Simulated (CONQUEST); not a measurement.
**Ge under changes of volume**

One of the cells (22.639 Å³/atom); the others are scaled copies at fixed shape and fractional positions:

```
CELL_PARAMETERS angstrom
4.00068 0.00000 0.00000
0.00000 4.00068 0.00000
0.00000 0.00000 5.65782
ATOMIC_POSITIONS crystal
Ge 0.00000 0.50000 0.25000
Ge 0.50000 0.00000 0.75000
Ge 0.00000 0.00000 0.50000
Ge 0.50000 0.50000 0.00000
```

| Quantity | Value |
| --- | --- |
| Program | CONQUEST 1.3 |
| Functional | LDA |
| Potentials or basis | PseudoDojo NC LDA, DZP, grid of 40 × 40 × 60 points |
| k mesh | 7 × 7 × 5 |
| Occupations | fermi-dirac, width 0.05 eV |
| Spin | no spin polarisation |

```tsv
volume (Å³/atom)	energy over the lowest point (meV/atom)	pressure (GPa)
21.281	11.79	3.8
21.733	3.63	2.1
22.186	0.00	0.5
22.639	0.35	-1.0
23.092	?	?
23.545	14.06	-3.4
23.997	24.88	-4.3
```

Task: What does the run at 23.092 Å³/atom give?

Result: Energy over the lowest point 5.66 meV/atom; pressure -2.4 GPa.

Worked out: A Birch-Murnaghan fit of order 3 (a polynomial in V^(-2/3)) to the other rows has its minimum at 22.32 Å³/atom with B0 = V·E''(V) = 74 GPa and B' = 4.7. It gives 5.49 meV/atom at 23.092 Å³/atom, against the run's 5.66, and -dE/dV = -2.3 GPa, against -2.4.

Energies are extrapolated to zero smearing.

Caveats: the basis of atomic orbitals isn't converged, which shifts pressures, moduli and gaps; the real-space grid breaks the cell's symmetry a little (some runs).
